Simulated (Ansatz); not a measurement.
Wanted: the native input for an Ansatz 0.2.0 run.

* Task: band structure
* Functional: PBEsol
* Potentials or basis: Ansatz PAW
* Cutoff: 420 eV (not typed: the program's choice for these potentials)
* k mesh: 10 × 10 × 5
* Occupations: fermi-dirac, width 0.05 eV
* Spin: no spin polarisation
* Path: [["G", "M", "K", "G", "A", "L", "H", "A"], ["L", "M"], ["K", "H"]]
* Points for each segment of the path: 14

TaN:

```
Ta N
1.0
     2.92177    0.00000    0.00000
    -1.46088    2.53033    0.00000
     0.00000    0.00000    5.91652
Ta N
2 2
Direct
  0.00000 0.00000 0.50000
  0.00000 0.00000 0.00000
  0.33333 0.66667 0.25000
  0.66667 0.33333 0.75000
```

The cell comes from a database or a generator and needn't be the stable form of this composition.

One way to write it, as run:

input.yaml

```yaml
crystal:
  lattice:
    - [2.9217699809, 0.0, 0.0]
    - [-1.4608849905, 2.5303270275, 0.0]
    - [0.0, 0.0, 5.916515]
  atoms:
    - { symbol: Ta, position: [0.0, 0.0, 0.5] }
    - { symbol: Ta, position: [0.0, 0.0, 0.0] }
    - { symbol: "N", position: [0.3333333333, 0.6666666667, 0.25] }
    - { symbol: "N", position: [0.6666666667, 0.3333333333, 0.75] }
hamiltonian:
  xc: pbesol
  pseudopotentials: { kind: paw }
kpoints:
  mp_grid: { grid: [10, 10, 5] }
  band_path:
    path:
      - [[0.0, 0.0, 0.0], [0.5, 0.0, 0.0], [0.3333333333, 0.3333333333, 0.0], [0.0, 0.0, 0.0], [0.0, 0.0, 0.5], [0.5, 0.0, 0.5], [0.3333333333, 0.3333333333, 0.5], [0.0, 0.0, 0.5]]
      - [[0.5, 0.0, 0.5], [0.5, 0.0, 0.0]]
      - [[0.3333333333, 0.3333333333, 0.0], [0.3333333333, 0.3333333333, 0.5]]
    npoints: 14
scf:
  occupations: { method: fermi_dirac, width: 0.05 }
  n_extra_bands: 10
output:
  forces: true
  stress: true
  eigenvalues: true
  fatbands: false
```

Potentials or basis: Ansatz PAW.

The run is started by

```bash
$ ansatz run input.yaml --threads 2 --pin off --max-ram 5632MiB --backend cpu --events-out ev --progress --plain --runs-dir out
```

It gave:

```
Pressure               : -10.4 GPa
Band gap on the k mesh : none (metal or under the smearing width)
```

Caveat: the pressure holds a Pulay correction of +0.5 GPa for the finite cutoff; spin-orbit coupling is left out, which moves the levels of the heavy elements; the PAW data sets come from PBE, with cores solved anew for the run's functional, which leaves a small shift of forces and pressure.

Run time: 3.2 s on 2 threads of Arm Neoverse V1 (shared host), peak memory 0.33 GiB.
